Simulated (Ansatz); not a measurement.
# I (I4/mmm) in Ansatz: further runs

One crystal, I, is run at these levels: PBE, PBE+D3(BJ), PBE+D3(BJ)-ATM; tasks: relaxation of cell and atoms.

Program: Ansatz 0.2.0. These are calculated values, not measurements. Logs are shortened: lines on timing, memory, paths and dates and some standing lists are left out, and cuts for length are marked.

## 1. The structure

The structure is tetragonal, space group I4/mmm (No. 139). Conventional cell: a = 3.235 Å, b = 3.235 Å, c = 8.530 Å, α = 90.00°, β = 90.00°, γ = 90.00°. I (site symmetry 4/mmm) is surrounded by 4 I at 3.23 Å.

## 2. Relaxation of cell and atoms, PBE

The input, input.yaml:

```yaml
crystal:
  lattice:
    - [-1.617456, 1.617456, 4.264808]
    - [1.617456, -1.617456, 4.264808]
    - [1.617456, 1.617456, -4.264808]
  atoms:
    - { symbol: I, position: [0.0, 0.0, 0.0] }
hamiltonian:
  xc: pbe
  pseudopotentials: { kind: paw }
kpoints:
  mp_grid: { grid: [11, 11, 11] }
scf:
  occupations: { method: fermi_dirac, width: 0.05 }
output:
  forces: true
  stress: true
  eigenvalues: true
relax:
  f_tol: 0.01
  max_steps: 40
  cell: { stress_tol: 0.05 }
```

Potentials or basis: Ansatz PAW.

Run with:

```
$ ansatz run input.yaml --threads 2 --pin off --max-ram 5632MiB --backend cpu --events-out ev --progress --plain --runs-dir out
```

Output:

```text
Warning: RAYON_NUM_THREADS=2 ignored (pool sized by the plan → 2); use --threads N
basis.fft_grid_basis auto: the FFT boxes are laid along the combinations [[1, 0, 1], [0, 1, 1], [0, 0, 1]] of the cell's own vectors, 3.235, 3.235 and 4.840 Å long. The dense box has 24×24×36 points. Along the cell's own vectors, as sized, it would have 36×36×36, 2.25 times as many. Of the 16 symmetry operations that the crystal satisfies within crystal.symmetry.tolerance (time reversal apart; of a slab, those that keep its plane) the dense box along the cell's own vectors carries 16, and the one as laid loses 12 of those. basis.fft_grid_basis: typed keeps the cell's own vectors: state it where this run's energies or levels are differenced outside the engine with another run's, or held beside a run that keeps those vectors.
Engine: ansatz 0.2.0, aarch64-unknown-linux-gnu
Pseudopotentials: kind: paw
Pseudopotential: I, paw, valence charge 17, recommended cutoff 420 eV (normal), I.paw.azcp
Functional definition: PBE
  parameter kappa = 0.804
  parameter beta = 0.06672455060314922
  exchange = pbe_x(kappa = kappa, mu = beta*pi^2/3)
  correlation = pbe_c(beta = beta)
Crystal: 1 atoms, lattice volume = 44.630 Å³
Basis set: ecut = 420 eV, 891 PW (Γ), FFT grids on a1+a3, a2+a3, a3, exchange–correlation on 48×48×72 points (8 copies of the dense FFT grid, shifted against one another)
Bands: 13, of which v1, the nominal top of the filled ones, is band 9 counted from 1 (8 counted from 0)
Symmetry: 16 space group operations
Space group: I4/mmm (ITA 139), of the structure as read, at distance tolerance 3.5e-5 Å
k-points: 126 of 1331
Non-local potential: I, projectors of the file, l = 0: 2, l = 1: 2, l = 2: 2, l = 3: 2
PAW form: soft (Blöchl's): semilocal exchange-correlation on the pseudo side does not see the compensation charge
PAW one-centre angular grid: I, 590 points (default); XC on 64 Gauss nodes
Initial density: superposition of atomic densities (neutral atoms: chi_scale 0, normalization atom), corrected by the library's trained network
Initial wavefunctions: pseudopotential atomic-orbital guess
Functional: x = pbe(κ = 0.804, μ = 0.2195149727645171), c = pbe(β = 0.06672455060314922)
SCF iter   1: F=—  HF=-7512.808704 eV  |F-HF|=—  |Δ(HF+E_count)|=         —  Δρ=6.43e-4  dr2=2.17e-4  ethr=1.77e-3  ⟨swp⟩=6.1  Hψ=10930  notcnv=0
preconditioner: auto → LDOS  [metal: Δε(μ)=0.018 eV  Ē_g=12.989 eV  σ=0.050 eV  W_gap=0.09  n_scr=10 (ndim 8)  ℏωp=14.7 eV  f_vac=0.192  D(μ)=0.82/eV (n_scr^D=2)  β→1.0]
SCF iter   2: F=—  HF=-7512.808916 eV  |F-HF|=—  |Δ(HF+E_count)|=   2.13e-4  Δρ=6.28e-4  dr2=1.86e-4  ethr=1.27e-6  ⟨swp⟩=2.2  Hψ=4220  notcnv=0  defer=3
SCF iter   3: F=—  HF=-7512.808807 eV  |F-HF|=—  |Δ(HF+E_count)|=   1.10e-4  Δρ=1.95e-4  dr2=1.75e-5  ethr=1.09e-6  ⟨swp⟩=2.0  Hψ=2562  notcnv=0  defer=3
SCF iter   4: F=—  HF=-7512.808806 eV  |F-HF|=—  |Δ(HF+E_count)|=   9.10e-7  Δρ=4.57e-5  dr2=9.07e-7  ethr=1.03e-7  ⟨swp⟩=2.4  Hψ=2716  notcnv=0  defer=3
SCF iter   5: F=—  HF=-7512.808806 eV  |F-HF|=—  |Δ(HF+E_count)|=   1.67e-7  Δρ=1.63e-5  dr2=1.25e-7  ethr=5.33e-9  ⟨swp⟩=2.0  Hψ=1959  notcnv=0  defer=3
SCF iter   6: F=-7512.808805 eV  HF=-7512.808805 eV  |F-HF|=5.66e-10  |Δ(HF+E_count)|=   5.89e-8  Δρ=1.63e-6  dr2=1.20e-9  ethr=5.88e-10  ⟨swp⟩=5.9  Hψ=7196  notcnv=0
SCF 1 converged in 6 iterations: F = -7512.808805 eV  dr2 = 1.20e-9
relax step   1: F+E_penalty+E_count = -7512.80880548 eV  Δ(F+E_penalty+E_count) = +0.000e0 eV  max|allowed force component| = 0.000e0 eV/Å  Δτ_max = 0.0000 Å  P = +0.144 GPa  Ω = 44.630 Å³  (6 SCF iters, dr2 threshold 1.00e-7 eV, accepted)
Crystal: 1 atoms, lattice volume = 44.891 Å³
Basis set: ecut = 420 eV, 907 PW (Γ), FFT grids on a1+a3, a2+a3, a3, exchange–correlation on 48×48×72 points (8 copies of the dense FFT grid, shifted against one another)
[... 56 lines left out ...]
SCF iter   7: F=-7512.810132 eV  HF=-7512.810132 eV  |F-HF|=9.09e-13  |Δ(HF+E_count)|=  1.32e-10  Δρ=3.52e-8  dr2=9.94e-13  ethr=1.00e-12  ⟨swp⟩=7.0  Hψ=8171  notcnv=0
SCF 7 converged in 7 iterations: F = -7512.810132 eV  dr2 = 9.94e-13
relax step   7: F+E_penalty+E_count = -7512.81013226 eV  Δ(F+E_penalty+E_count) = -2.566e-4 eV  max|allowed force component| = 0.000e0 eV/Å  Δτ_max = 0.0000 Å  P = -0.023 GPa  Ω = 47.858 Å³  stress off target by 3.74e-2 GPa  SCF on the basis re-selected at this cell (its energy is not comparable with the rows above)  (7 SCF iters)
basis re-selected at this cell: Δ(F+E_penalty+E_count) = -2.566e-4 eV, ΔP = +0.001 GPa vs the last step (what re-selecting the basis moved, of the pressure what is left beyond the Pulay correction that the steps carried, after the strain that the cell walked since its last selection, with what the two solves' SCF thresholds leave and, on support functions, any second-order correction that the steps lacked; it is no measure of the basis error at this ecutwfc). This SCF's stress stands 3.74e-2 GPa from its target on what of the cell is left free (relax.cell.stress_tol is 5.00e-2 GPa) and its largest allowed force component is 0.00e0 eV/Å (relax.f_tol is 1.00e-2 eV/Å): within both
SCF converged after 7 iterations
Free energy (F): -7512.810132 eV
Harris-Foulkes:  -7512.810132 eV  (|F-HF|=9.09e-13)
Internal energy: -7512.803570 eV  (E = F + TS)
E sigma→0 (E₀):  -7512.806851 eV
Entropy (-TS):   -0.006562 eV (-6.562 meV/atom)
Fermi energy:    4.216473 eV
--- Per-component energies (eV) ---
  E_band       = -417.463387
  E_kinetic    = 188.042220
  E_local      = -2241.705093  (includes V_loc(G=0)·N_el)
  E_nonlocal   = -92.359293
  E_hartree    = 1134.675647
  E_xc         = -127.659070
  E_vxc        = -127.949160  (∫ρ·V_xc dr)
  E_paw        = -4814.117766  (= ΣΔE_a)
  E_vpaw       = -412.843308  (= ΣTr[D̂ρ^β])
  E_aug_tail   = -0.000009  (compensation charges beyond the density's cutoff)
  E_ewald      = -1559.680206
  E_smearing   = -0.006562  (= −TS)
  E_closure    = -0.000000  (closes the sum)
  Σ components = -7512.810132   (vs F -7512.810132, Δ=0.00e0)
--- Forces (eV/Å), atoms counted from 1 ---
  atom   1  I     -0.00000000     0.00000000    -0.00000000
  max |Σ_I F_I| component: 1.56e-29 eV/Å
--- Stress (GPa, compression-positive) ---
       -0.037413      -0.000000       0.000000
       -0.000000      -0.037413      -0.000000
        0.000000       0.000000       0.004859
  P = ⅓ Tr σ = -0.0233 GPa (-0.233 kbar)
--- Band table (eV; the first three rows and the last of 126) ---
  k-point 0: bands = ["-41.1200", "-41.1005", "-40.8950", "-40.8950", "-40.8352", "-9.5104", "1.6724", "4.9658", "4.9658", "8.2428", "11.5604", "12.0978", "16.6550"]
  k-point 1: bands = ["-41.1171", "-41.1013", "-40.8955", "-40.8955", "-40.8341", "-9.3514", "1.8149", "4.2751", "4.2794", "8.5183", "12.6375", "13.0945", "14.7458"]
  k-point 2: bands = ["-41.1091", "-41.1038", "-40.8966", "-40.8966", "-40.8312", "-8.8961", "2.2100", "2.9583", "2.9719", "9.2228", "13.1634", "13.5866", "14.5991"]
  k-point 125: bands = ["-41.1185", "-41.1009", "-40.8955", "-40.8950", "-40.8346", "-9.3647", "0.7903", "4.1509", "4.9736", "11.6102", "12.4710", "12.5394", "15.2942"]
--- Relaxed structure (6 steps of the walk, 6 accepted, 1 SCFs on fresh bases) ---
  F+E_penalty+E_count = -7512.81013226 eV   max|allowed force component| = 0.000e0 eV/Å   (the final SCF, on the basis selected at the relaxed cell)
  cell:  # Å, volume = 47.8576 Å³
    - [-1.6205665687799686, 1.6205665687799686, 4.555717837037768]
    - [1.6205665687799686, -1.6205665687799686, 4.555717837037768]
    - [1.6205665687799686, 1.6205665687799686, -4.555717837037768]
  atoms:
    - { symbol: I, position: [0.0, 0.0, 0.0] }
```

It took 17 s on 2 threads of Arm Neoverse V1, shared host; peak memory 0.37 GiB.

Results:

```yaml
Free_energy: -7512.8101 eV
Relaxed_volume: 47.86 Å³/atom
Relaxed_cell: a = 5.100 Å, b = 5.100 Å, c = 5.100 Å, α = 142.94°, β = 142.94°, γ = 53.41°
Space_group_after_relaxing_to_0.05_Å: I4/mmm (No. 139)
Energy_gained_by_relaxing: 1.3 meV/atom
Ionic_steps: 7
Pressure_after_relaxing: 0.0 GPa
Band_gap_on_the_k_mesh: none (metal or under the smearing width)
```

The path:
```csv
step,energy change (eV),largest force (eV/Å),volume (Å³)
1,0.0000,0.0000,44.63
2,-0.0002,0.0000,44.89
3,-0.0005,0.0000,45.58
4,-0.0008,0.0000,46.47
5,-0.0010,0.0000,47.45
6,-0.0011,0.0000,47.86
7,-0.0013,0.0000,47.86
```

Final structure:
```
I
1.0
    -1.62057    1.62057    4.55572
     1.62057   -1.62057    4.55572
     1.62057    1.62057   -4.55572
I
1
Direct
  0.00000 0.00000 0.00000
```

Levels at points of the mesh, in eV from the Fermi level:
```tsv
k point	band 6	band 7	band 8	band 9	band 10	band 11
(0.00, 0.00, 0.00)	-13.73	-2.54	0.75	0.75	4.03	7.34
```

Caveat: the plane-wave basis is chosen anew once the cell has moved, so the energies of steps on either side of that aren't comparable; an odd number of electrons without spin polarisation forces a metal; a magnetic or distorted state may lie lower. Spin-orbit coupling is left out, which matters for the levels of I.

## 3. Relaxation of cell and atoms, PBE+D3(BJ)

input.yaml, as its differences from that of step 2:

```diff
@@ -10,2 +10,3 @@
   pseudopotentials: { kind: paw }
+  dispersion: d3bj
 kpoints:
```

Potentials or basis: Ansatz PAW.

Run with:

```
$ ansatz run input.yaml --threads 2 --pin off --max-ram 5632MiB --backend cpu --events-out ev --progress --plain --runs-dir out
```

It took 15 s on 2 threads of Arm Neoverse V1, shared host; peak memory 0.37 GiB.

It converged, with:

```
Free energy                            : -7513.1260 eV
Relaxed volume                         : 37.53 Å³/atom
Relaxed cell                           : a = 4.307 Å, b = 4.307 Å, c = 4.307 Å, α = 136.37°, β = 136.37°, γ = 63.40°
Space group after relaxing (to 0.05 Å) : I4/mmm (No. 139)
Energy gained by relaxing              : 36.8 meV/atom
Ionic steps                            : 6
Pressure after relaxing                : 0.0 GPa
Band gap on the k mesh                 : none (metal or under the smearing width)
```

The path:
| step | energy change (eV) | largest force (eV/Å) | volume (Å³) |
| --- | --- | --- | --- |
| 1 | 0.0000 | 0.0000 | 44.63 |
| 2 | -0.0113 | 0.0000 | 42.75 |
| 3 | -0.0264 | 0.0000 | 40.25 |
| 4 | -0.0362 | 0.0000 | 38.16 |
| 5 | -0.0373 | 0.0000 | 37.53 |
| 6 | -0.0368 | 0.0000 | 37.53 |

Final structure:
```
I
1.0
    -1.60025    1.60025    3.66399
     1.60025   -1.60025    3.66399
     1.60025    1.60025   -3.66399
I
1
Direct
  0.00000 0.00000 0.00000
```

Levels at points of the mesh, in eV from the Fermi level:
```
           k point  band 5  band 6  band 7  band 8  band 9  band 10  band 11  band 12
(0.00, 0.00, 0.00)  -45.13  -14.11   -1.65    0.96    0.96     4.86     7.59     8.48
```

Caveat: the volume moved by over 15 % at a fixed basis, so the end points are rough; the plane-wave basis is chosen anew once the cell has moved, so the energies of steps on either side of that aren't comparable; an odd number of electrons without spin polarisation forces a metal; a magnetic or distorted state may lie lower; pairwise dispersion overbinds metals, which lowers pressure and volume. Spin-orbit coupling is left out, which matters for the levels of I.

## 4. Relaxation of cell and atoms, PBE+D3(BJ)-ATM

input.yaml, as its differences from that of step 3:

```diff
@@ -10,3 +10,3 @@
   pseudopotentials: { kind: paw }
-  dispersion: d3bj
+  dispersion: d3bjatm
 kpoints:
```

Run with:

```
$ ansatz run input.yaml --threads 2 --pin off --max-ram 5632MiB --backend cpu --events-out ev --progress --plain --runs-dir out
```

It took 14 s on 2 threads of Arm Neoverse V1, shared host; peak memory 0.37 GiB.

The run converged. Its results:

```yaml
Free_energy: -7513.1120 eV
Relaxed_volume: 37.86 Å³/atom
Relaxed_cell: a = 4.329 Å, b = 4.329 Å, c = 4.329 Å, α = 136.57°, β = 136.57°, γ = 63.11°
Space_group_after_relaxing_to_0.05_Å: I4/mmm (No. 139)
Energy_gained_by_relaxing: 32.6 meV/atom
Ionic_steps: 6
Pressure_after_relaxing: 0.0 GPa
Band_gap_on_the_k_mesh: none (metal or under the smearing width)
```

The path:
```tsv
step	energy change (eV)	largest force (eV/Å)	volume (Å³)
1	0.0000	0.0000	44.63
2	-0.0100	0.0000	42.86
3	-0.0240	0.0000	40.35
4	-0.0325	0.0000	38.26
5	-0.0331	0.0000	37.86
6	-0.0326	0.0000	37.86
```

Final structure:
```
I
1.0
    -1.60174    1.60174    3.68882
     1.60174   -1.60174    3.68882
     1.60174    1.60174   -3.68882
I
1
Direct
  0.00000 0.00000 0.00000
```

Levels at points of the mesh, in eV from the Fermi level:
```tsv
k point	band 6	band 7	band 8	band 9	band 10	band 11
(0.00, 0.00, 0.00)	-14.09	-1.69	0.95	0.95	4.82	7.58
```

Caveat: the volume moved by over 15 % at a fixed basis, so the end points are rough; the plane-wave basis is chosen anew once the cell has moved, so the energies of steps on either side of that aren't comparable; an odd number of electrons without spin polarisation forces a metal; a magnetic or distorted state may lie lower; pairwise dispersion overbinds metals, which lowers pressure and volume.

## 5. Overview

| level | gap on the mesh (eV) | pressure (GPa) | relaxed volume (Å³/atom) |
| --- | --- | --- | --- |
| PBE | none | 0.0 | 47.86 |
| PBE+D3(BJ) | none | 0.0 | 37.53 |
| PBE+D3(BJ)-ATM | none | 0.0 | 37.86 |

Alike in all rows: task relaxation of cell and atoms; potentials or basis Ansatz PAW; no spin polarisation; cell relaxed; k mesh 11 × 11 × 11; cutoff (eV) 420; smearing fermi-dirac 0.05 eV.

Caveats: the plane-wave basis is chosen anew once the cell has moved, so the energies of steps on either side of that aren't comparable; an odd number of electrons without spin polarisation forces a metal; a magnetic or distorted state may lie lower; the volume moved by over 15 % at a fixed basis, so the end points are rough (some runs); pairwise dispersion overbinds metals, which lowers pressure and volume (some runs).

Absolute energies hang on the potentials; compare differences alone.
